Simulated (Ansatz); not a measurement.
# Re (fcc)

Level of theory: DFT, PBE with spin–orbit coupling, two-component spinors; plane waves to 420 eV with PAW datasets (Ansatz 0.2.0), 18×18×18 k-mesh, Gaussian smearing of 0.05 eV; PAW files: Ansatz's generated set soft_2.

```yaml
crystal:
  lattice:
    - [0.00000, 1.95850, 1.95850]
    - [1.95850, 0.00000, 1.95850]
    - [1.95850, 1.95850, 0.00000]
  atoms:
    - { symbol: Re, position: [0.00000, 0.00000, 0.00000] }
```

At room temperature and ambient pressure Re is hcp.

Task: Which orbitals carry the states at the Fermi level, and how many states are there?

Result: Within 0.1 eV of it: Re 5d 97 % (shares among the projected shells). The density of states at the Fermi level is about 0.77 states/eV per cell, averaged over 0.3 eV.

Density of states (tetrahedra, averaged over 0.3 eV; states/eV per cell of 1 atom; energy in eV from the Fermi level; projections on Löwdin-orthogonalised atomic orbitals, summed over sites):

| E | total | Re 5d | Re 6s |
| --- | --- | --- | --- |
| -7.60 | 0.14 | 0.02 | 0.11 |
| -7.30 | 0.17 | 0.03 | 0.13 |
| -7.00 | 0.22 | 0.06 | 0.15 |
| -6.70 | 0.45 | 0.23 | 0.21 |
| -6.40 | 0.69 | 0.44 | 0.24 |
| -6.10 | 0.83 | 0.57 | 0.24 |
| -5.80 | 0.94 | 0.71 | 0.21 |
| -5.50 | 1.07 | 0.89 | 0.16 |
| -5.20 | 1.03 | 0.90 | 0.11 |
| -4.90 | 1.02 | 0.93 | 0.08 |
| -4.60 | 0.83 | 0.77 | 0.04 |
| -4.30 | 0.65 | 0.62 | 0.01 |
| -4.00 | 1.15 | 1.09 | 0.03 |
| -3.70 | 0.92 | 0.86 | 0.02 |
| -3.40 | 0.91 | 0.85 | 0.03 |
| -3.10 | 1.08 | 0.98 | 0.05 |
| -2.80 | 1.21 | 1.09 | 0.07 |
| -2.50 | 1.39 | 1.24 | 0.09 |
| -2.20 | 1.35 | 1.18 | 0.10 |
| -1.90 | 1.32 | 1.15 | 0.10 |
| -1.60 | 1.23 | 1.09 | 0.07 |
| -1.30 | 0.73 | 0.63 | 0.06 |
| -1.00 | 1.14 | 1.01 | 0.05 |
| -0.70 | 0.92 | 0.82 | 0.04 |
| -0.40 | 0.82 | 0.74 | 0.03 |
| -0.10 | 0.72 | 0.66 | 0.03 |
| 0.20 | 0.99 | 0.92 | 0.03 |
| 0.50 | 1.09 | 1.01 | 0.04 |
| 0.80 | 0.82 | 0.77 | 0.03 |
| 1.10 | 0.67 | 0.62 | 0.02 |
| 1.40 | 0.75 | 0.70 | 0.02 |
| 1.70 | 0.71 | 0.66 | 0.02 |
| 2.00 | 0.69 | 0.65 | 0.02 |
| 2.30 | 0.71 | 0.67 | 0.02 |
| 2.60 | 0.75 | 0.70 | 0.02 |
| 2.90 | 0.85 | 0.80 | 0.03 |
| 3.20 | 1.12 | 1.06 | 0.04 |
| 3.50 | 1.24 | 1.17 | 0.04 |
| 3.80 | 0.94 | 0.88 | 0.04 |
| 4.10 | 0.71 | 0.64 | 0.04 |
| 4.40 | 0.48 | 0.39 | 0.05 |
| 4.70 | 0.31 | 0.20 | 0.06 |
| 5.00 | 0.32 | 0.19 | 0.07 |
| 5.30 | 0.33 | 0.17 | 0.08 |
| 5.60 | 0.33 | 0.15 | 0.09 |
| 5.90 | 0.35 | 0.14 | 0.11 |

The calculation's cell holds 15 valence electrons, an odd number. Without magnetic order each Kramers pair of bands takes two, so one stays part-filled and the crystal must be a metal. (Only strong correlation, outside this picture, could make a Mott insulator of it.)
